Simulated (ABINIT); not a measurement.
# LiBr (Fm-3m): G0W0 in ABINIT against the bands in the self-energy

Wanted: the cheapest bands in the self-energy that holds the gap of LiBr (Fm-3m).

Calculated with ABINIT 10.8.3; PBE and many-body steps on it, plane waves.

Report form: the programs' logs are mostly left out.

**1. The structure**

Symmetry: Fm-3m, No. 225, cubic system. Conventional cell: a = 5.501 Å, b = 5.501 Å, c = 5.501 Å, α = 90.00°, β = 90.00°, γ = 90.00°. Nearest to Li lie 6 Br at 2.75 Å. Nearest to Br lie 6 Li at 2.75 Å. Farther neighbours and most contacts between anions are not listed.

The cell and positions come from the Crystallography Open Database and are kept as given unless a step says otherwise.

**2. Screening, 4×4×4 mesh, 129 bands, screening to 217.7 eV**

This step: ABINIT 10.8.3; RPA screening on PBE, plane waves, norm-conserving pseudopotentials.

The RPA dielectric matrix is built and inverted for each q.

Contents of run.abi:

```
acell 3*1.0 Angstrom
rprim 
  0.000000000000 2.750650000000 2.750650000000
  2.750650000000 0.000000000000 2.750650000000
  2.750650000000 2.750650000000 0.000000000000
ntypat 2
znucl 3 35
natom 2
typat 1 2
xred 
  0.000000000000 0.000000000000 0.000000000000
  0.500000000000 0.500000000000 0.500000000000
pp_dirpath "pseudos"
pseudos "Li.upf, Br.upf"
ecut 33
ngkpt 4 4 4
nshiftk 1
shiftk 0 0 0
kptopt 1
chksymbreak 0
istwfk *1
occopt 1
irdwfk 1
optdriver 3
nband 129
ecuteps 8
inclvkb 2
awtr 1
symchi 1
indata_prefix "in"
outdata_prefix "out"
tmpdata_prefix "tmp"
```

The run is started by

```console
> OMP_NUM_THREADS=1 mpirun -n 4 abinit run.abi > log
```

It took 19 s on 4 MPI ranks of Arm Neoverse V1, shared host; peak memory 0.91 GiB.

This step gave:

```yaml
eps_infinity_with_local_fields_on_this_mesh_along_the_program_s_q_direction: 3.340
the_same_without_local_fields: 3.951
plasma_frequency: 18.20 eV
plane_waves_in_the_screening_matrix: 307
```

Local fields lower ε∞ by 15 %. On a Γ-centred mesh this coarse the value itself is usually too large, while a short band sum pulls it down.

**3. 13 bands**

This step: G0W0 on PBE, plane waves, norm-conserving pseudopotentials.

run.abi, as its differences from that of step 2:

```diff
@@ -23,8 +23,15 @@
 irdwfk 1
-optdriver 3
-nband 129
+optdriver 4
+nband 13
+gwcalctyp 0
+ecutsigx 33
+symsigma 1
+nkptgw 1
+kptgw 
+  0.0000000000 0.0000000000 0.0000000000
+bdgw 
+  3 9
 ecuteps 8
-inclvkb 2
-awtr 1
-symchi 1
+irdscr 1
+ppmodel 1
 indata_prefix "in"
```

Wall time 3.1 s (4 MPI ranks); peak memory 0.35 GiB; 12 s of CPU time.

This step gave:

* G0W0 gap on the points computed: 6.696 eV
* starting gap on the mesh: 4.938 eV
* k of the valence top: 0, 0, 0
* k of the conduction bottom: 0, 0, 0
* Z at the valence top: 0.819
* Z at the conduction bottom: 0.85
* least direct G0W0 gap on the computed points: 6.696 eV

**4. 16 bands**

run.abi, as its differences from that of step 3:

```diff
@@ -24,3 +24,3 @@
 optdriver 4
-nband 13
+nband 16
 gwcalctyp 0
```

Elapsed: 3.1 s, on 4 MPI ranks; peak memory 0.64 GiB.

Numbers from this step:

- G0W0 gap on the points computed: 6.726 eV
- starting gap on the mesh: 4.938 eV
- k of the valence top: 0, 0, 0
- k of the conduction bottom: 0, 0, 0
- Z at the valence top: 0.816
- Z at the conduction bottom: 0.847
- least direct G0W0 gap on the computed points: 6.726 eV

**5. 36 bands**

The self-energy is evaluated for the states that the input lists, and the levels follow from it, in one-shot runs by the linearised quasiparticle equation.

run.abi, as its differences from that of step 4:

```diff
@@ -24,3 +24,3 @@
 optdriver 4
-nband 16
+nband 36
 gwcalctyp 0
```

Elapsed: 4.4 s, on 4 MPI ranks; peak memory 0.65 GiB.

Numbers from this step:

```
G0W0 gap on the points computed              : 6.921 eV
starting gap on the mesh                     : 4.938 eV
k of the valence top                         : 0, 0, 0
k of the conduction bottom                   : 0, 0, 0
least direct G0W0 gap on the computed points : 6.921 eV
```

The gap on the mesh goes from 4.94 eV to 6.92 eV, a correction of +1.98 eV.

**6. 77 bands**

run.abi, as its differences from that of step 5:

```diff
@@ -24,3 +24,3 @@
 optdriver 4
-nband 36
+nband 77
 gwcalctyp 0
```

Run time: 7.1 s. Hardware: 4 MPI ranks; peak memory 0.82 GiB; 28 s of CPU time.

Numbers from this step:

- G0W0 gap on the points computed: 7.03 eV
- starting gap on the mesh: 4.938 eV
- k of the valence top: 0, 0, 0
- k of the conduction bottom: 0, 0, 0
- least direct G0W0 gap on the computed points: 7.03 eV

Against the run before, the gap moves by +0.109 eV.

**7. 129 bands**

run.abi, as its differences from that of step 6:

```diff
@@ -24,3 +24,3 @@
 optdriver 4
-nband 77
+nband 129
 gwcalctyp 0
```

It took 10 s on 4 MPI ranks; peak memory 0.99 GiB.

This step gave:

```
G0W0 gap on the points computed              : 7.072 eV
starting gap on the mesh                     : 4.938 eV
k of the valence top                         : 0, 0, 0
k of the conduction bottom                   : 0, 0, 0
least direct G0W0 gap on the computed points : 7.072 eV
```

Against the run before, the gap moves by +0.042 eV.

**8. Side by side**

Times are wall times on 4 MPI ranks of Arm Neoverse V1, shared host, good to a factor of about two. A run's time includes the screening step that it read.

```
      run   mesh  bands  screening cutoff (eV)  DFT gap (eV)  gap on the mesh (eV)  direct (eV)  ε∞ used  time
 13 bands  4×4×4     13                  217.7         4.938                 6.696        6.696     3.34  22 s
 16 bands  4×4×4     16                  217.7         4.938                 6.726        6.726     3.34  22 s
 36 bands  4×4×4     36                  217.7         4.938                 6.921        6.921     3.34  23 s
 77 bands  4×4×4     77                  217.7         4.938                 7.030        7.030     3.34  26 s
129 bands  4×4×4    129                  217.7         4.938                 7.072        7.072     3.34  29 s
```

**9. Outcome**

* 13 bands: 6.696 eV
* 16 bands: 6.726 eV
* 36 bands: 6.921 eV
* 77 bands: 7.030 eV
* 129 bands: 7.072 eV
* known limits: not at the basis limit; no spin-orbit coupling; coarse k mesh

**Reading.** The setting moved: bands in the self-energy. From 13 bands to 129 bands the gap moves by +0.38 eV. The last step still moves it by +0.042 eV. Bands and screening cutoff are coupled, so a series along one setting does not show full convergence. Bands and cutoff are finite, so the gap is not at the basis limit. The miss can reach some tenths of an eV and take either sign; the mesh is an error of its own. In the G0W0 runs levels were corrected at 1 k point alone, so a gap called «on the mesh» is the least over those, and an edge elsewhere would be missed. The 4×4×4 mesh is coarse for this cell, which bears on the long-range parts of exchange and screening. The many-body steps are scalar-relativistic: spin-orbit coupling is not in them.

[Paths, hosts, dates, memory and timing lines, banners, echoed tables and standing remarks are left out of the program output.]

[Logs are printed without paths, hosts, clocks, repeated set-up lines and the standing remarks that a program may print on its own settings, such as how far it seeks lower states.]

[Runs of the session that timed out or met a known fault of the program may be left out.]

[Hosts, paths, dates, database ids (printed as entryN), source tags and the programs' standing remarks are cut or masked in the printed files.]

[G0W0 gaps are taken among the corrected bands and points alone; a level outside them can change the order at an edge.]

[Where Ansatz stands beside ABINIT at settings called matched, ABINIT's density can come from a denser mesh and the files from another edition; pairs whose starting gaps differed by over 0.03 eV were left out, so agreement reads better than it is.]
